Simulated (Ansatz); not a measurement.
Cost and result for the band gap of CdS

It takes space group P6_3mc (No. 186, hexagonal). The conventional cell has a = 4.150 Å, b = 4.150 Å, c = 6.737 Å, α = 90.00°, β = 90.00°, γ = 120.00°. Around Cd (site symmetry 3m) lie 4 S at 2.53 to 2.54 Å. Around S (site symmetry 3m) lie 4 Cd at 2.53 to 2.54 Å.

```csv
rung,level,program and potentials,cutoff (eV),k mesh,task,spin,core time,chip,band gap (eV),miss (eV),notes
LDA,SVWN5,"Ansatz, Ansatz PAW",420,7 × 7 × 4,band structure,off,30 s,Arm Neoverse V1,0.91,-1.57,"potentials made for PBE, which Ansatz adapts in part"
GGA,PBE,"Ansatz, Ansatz PAW",420,7 × 7 × 4,band structure,off,34 s,Arm Neoverse V2,1.20,-1.28,-
GGA,RPBE,"Ansatz, Ansatz PAW",420,7 × 7 × 4,band structure,off,37 s,Intel Xeon Skylake/Cascade Lake,(a),?,"potentials made for PBE, which Ansatz adapts in part"
GGA,BLYP,"Ansatz, Ansatz PAW",420,7 × 7 × 4,band structure,off,40 s,Intel Xeon Skylake/Cascade Lake,1.14,-1.34,"potentials made for PBE, which Ansatz adapts in part"
G0W0,G0W0 on HSE06,"Ansatz, Ansatz PAW",420,6 × 6 × 2,G0W0 quasiparticle levels,off,44 s,AMD EPYC 7R13 Zen 3,2.54,+0.06,"bands, basis or mesh of the many-body step not converged; potentials made for PBE, which Ansatz adapts in part; response cutoff 120 eV, bands 299"
GGA,revPBE,"Ansatz, Ansatz PAW",420,7 × 7 × 4,band structure,off,56 s,Intel Xeon Skylake/Cascade Lake,1.33,-1.15,"potentials made for PBE, which Ansatz adapts in part"
GGA,PBE,"Ansatz, Ansatz PAW",420,6 × 6 × 4,elastic constants,off,4.7 min,Arm Neoverse V1,1.20,-1.28,-
hybrid,HSEsol,"Ansatz, Ansatz PAW",420,4 × 4 × 3,band structure,off,6.3 min,Arm Neoverse V2,2.08,-0.40,"coarse mesh; potentials made for PBE, which Ansatz adapts in part"
meta-GGA,r2SCAN,"Ansatz, Ansatz PAW",500,5 × 5 × 3,band structure,"SOC, no magnetisation",6.8 min,Intel Xeon Skylake/Cascade Lake,1.64,-0.84,"potentials made for PBE, which Ansatz adapts in part"
hybrid,BHLYP,"Ansatz, Ansatz PAW",420,4 × 4 × 3,band structure,off,7.4 min,Arm Neoverse V1,4.65,+2.17,"coarse mesh; potentials made for PBE, which Ansatz adapts in part"
hybrid,r2SCANh,"Ansatz, Ansatz PAW",500,4 × 4 × 3,band structure,off,10 min,Arm Neoverse V1,2.25,-0.23,"coarse mesh; potentials made for PBE, which Ansatz adapts in part"
```

Times are single runs on shared hosts and different chips, so they are rough; meshes, cutoffs and the tasks' sizes weigh on the time. Gaps are the least found on the k mesh or the band path, and a mesh can miss the band edges. The cell comes from a database and isn't always the measured one. Meshes differ between rows, which moves values too. All levels ran on this one cell, unrelaxed unless noted. Meshes are those of the run's cell of 4 atoms unless a note names another. Misses use the values as printed. Runs on faulty files, with rough fits or with known faults for this quantity aren't shown.

Measured: 2.48 eV at 300 K (a printed reference work). The runs are for a static lattice.

Question: Estimate the value left out from the other rows.

Answer: (a) 1.38 eV, miss -1.10.
